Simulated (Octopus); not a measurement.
A run of Octopus 16.4:

File inp:

```
CalculationMode = gs
UnitsOutput = eV_Angstrom
PeriodicDimensions = 3
ExperimentalFeatures = yes
PseudopotentialSet = pseudodojo_pbe
%LatticeParameters
 1*angstrom | 1*angstrom | 1*angstrom
%
%LatticeVectors
 0 | 2.269 | 2.269
 2.269 | 0 | 2.269
 2.269 | 2.269 | 0
%
%ReducedCoordinates
 "P" | 0.75465 | 0.755551 | 0.743389
 "B" | -0.009701 | 0.009047 | -0.002471
%
%Spacing
 0.13951524*angstrom | 0.13951524*angstrom | 0.13951524*angstrom
%
DerivativesOrder = 8
%KPointsGrid
 10 | 10 | 10
%
KPointsUseSymmetries = yes
XCFunctional = gga_x_pbe + gga_c_pbe
SmearingFunction = fermi_dirac
Smearing = 0.05*eV
ExtraStates = 6
Eigensolver = chebyshev_filter
ConvRelDens = 3e-7
MaximumIter = 120
```

Potentials or basis: pseudodojo_pbe (PseudoDojo 0.5, PBE).

Command:

```bash
$ OMP_NUM_THREADS=1 octopus > out.log
```

Hardware: 1 thread of Arm Neoverse V1, with other jobs on the host.

**Question.** Estimate the wall time of this run.

**Answer.** It took 28 min on 1 thread of Arm Neoverse V1 (shared host), peak memory 4.4 GiB. Counts: scf iterations 15, k points 504, grid 12167, bands 10.
